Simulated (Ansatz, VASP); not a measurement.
Two plane-wave programs on TiO2 (Rutile)

```
Ti O
1.0
     4.59220    0.00000    0.00000
     0.00000    4.59220    0.00000
     0.00000    0.00000    2.95740
Ti O
2 4
Direct
  0.00000 0.00000 0.00000
  0.50000 0.50000 0.50000
  0.30422 0.30422 0.00000
  0.19578 0.80422 0.50000
  0.69578 0.69578 0.00000
  0.80422 0.19578 0.50000
```

Alike in both runs: functional PBE; k mesh 4 × 4 × 6; occupations fermi-dirac, width 0.02 eV; no spin polarisation.

Ansatz relaxed the structure, and its values are those at the end. VASP's run is a single point on that final structure, the one shown.

|  | VASP | Ansatz |
| --- | --- | --- |
| version | VASP 6.6.1 | Ansatz 0.2.0 |
| potentials or method | VASP PAW PBE potentials, release 64 (Ti_sv, O) | plane-wave PAW, scalar-relativistic |
| plane-wave cutoff (eV) | 520 | 420 |
| valence electrons in the cell | 48 | 48 |

Ansatz gave:

- gap on the k mesh at the Fermi level (eV): 1.87
- pressure (GPa): 5.2
- rms of the force components (eV/Å): 0.000

Question: Which values does VASP return?

Answer: gap on the k mesh at the Fermi level (eV): 1.84; pressure (GPa): 5.8; rms of the force components (eV/Å): 0.012.

With one functional, cell and mesh, what is left measures potentials, basis and numerics. Ansatz warned: «stress_scf_threshold_loose».

A k mesh can miss the band edges.
